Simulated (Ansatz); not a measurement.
## MgB2 under changes of volume

One of the cells (9.679 Å³/atom); the others are scaled copies at fixed shape and fractional positions:

```
Mg B
1.0
     3.08500    0.00000    0.00000
    -1.54250    2.67169    0.00000
     0.00000    0.00000    3.52300
Mg B
1 2
Direct
  0.00000 0.00000 0.00000
  0.66667 0.33333 0.50000
  0.33333 0.66667 0.50000
```

| Property | Result |
| --- | --- |
| Program | Ansatz 0.2.0 |
| Functional | revPBE |
| Potentials or basis | Ansatz PAW |
| Cutoff | 420 eV (not typed: the program's choice for these potentials) |
| k mesh | 10 × 10 × 8 |
| Occupations | fermi-dirac, width 0.05 eV |
| Spin | no spin polarisation |

| volume (Å³/atom) | energy over the lowest point (meV/atom) | pressure (GPa) |
| --- | --- | --- |
| 9.098 | 25.17 | 12.4 |
| 9.292 | 12.59 | 8.5 |
| 9.485 | 4.45 | 5.0 |
| 9.679 | 0.37 | 1.8 |
| 9.873 | 0.00 | -1.1 |
| 10.066 | ? | ? |
| 10.260 | 9.11 | -6.3 |

Task: What does the run at 10.066 Å³/atom give?

Result: Energy over the lowest point 3.01 meV/atom; pressure -3.8 GPa.

Worked out: A Birch-Murnaghan fit of order 3 (a polynomial in V^(-2/3)) to the other rows has its minimum at 9.80 Å³/atom with B0 = V·E''(V) = 147 GPa and B' = 3.5 at fixed shape and positions, which overstates the stiffness. It gives 2.99 meV/atom at 10.066 Å³/atom, against the run's 3.01, and -dE/dV = -3.8 GPa, against -3.8.

Energies are extrapolated to zero smearing.

Caveats: the PAW data sets come from PBE, with cores solved anew for the run's functional, which leaves a small shift of forces and pressure.
